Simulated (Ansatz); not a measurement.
# CsCl: the cost of one run

Program: Ansatz 0.2.0. Level of theory: DFT r²SCAN, frozen-core PAW, scalar-relativistic unless said. These are calculated values, not measurements.

**1. The system as given**

The structure is cubic, space group Pm-3m (No. 221). The conventional cell has a = 4.123 Å, b = 4.123 Å, c = 4.123 Å, α = 90.00°, β = 90.00°, γ = 90.00°. Cs (site symmetry m-3m) has 8 Cl at 3.57 Å as nearest neighbours. Cl (site symmetry m-3m) is surrounded by 8 Cs at 3.57 Å.

Coordinates:

```cif
data_structure
_symmetry_space_group_name_H-M 'Pm-3m'
_symmetry_Int_Tables_number 221
_cell_length_a 4.1230
_cell_length_b 4.1230
_cell_length_c 4.1230
_cell_angle_alpha 90.000
_cell_angle_beta 90.000
_cell_angle_gamma 90.000
_cell_volume 70.09
loop_
_atom_site_label
_atom_site_type_symbol
_atom_site_symmetry_multiplicity
_atom_site_Wyckoff_symbol
_atom_site_fract_x
_atom_site_fract_y
_atom_site_fract_z
_atom_site_occupancy
Cs1 Cs 1 a 0.00000 0.00000 0.00000 1
Cl1 Cl 1 b 0.50000 0.50000 0.50000 1
```

Cartesian axes are those of the input's lattice vectors. The structure goes back to a database entry.

**2. Cell and atoms relaxed, PAW**

File input.yaml:

```yaml
crystal:
  lattice:
    - [4.123, 0.0, 0.0]
    - [0.0, 4.123, 0.0]
    - [0.0, 0.0, 4.123]
  atoms:
    - { symbol: Cs, position: [0.0, 0.0, 0.0] }
    - { symbol: Cl, position: [0.5, 0.5, 0.5] }
kpoints:
  mp_grid: { grid: [8, 8, 8] }
scf:
  occupations: { method: fermi_dirac, width: 0.05 }
hamiltonian:
  xc: r2scan
  pseudopotentials: { kind: paw }
relax:
  f_tol: 0.002
  max_steps: 80
  cell: {}
output:
  forces: true
  stress: true
```

Command:

```bash
ansatz run input.yaml --threads 1 --pin off --max-ram 3072MiB --backend cpu --events-out ev --progress --plain --runs-dir out
```

What time and memory should one allow on 1 thread of Arm Neoverse V2, shared host?

About 15 s, with a peak of 0.49 GiB.
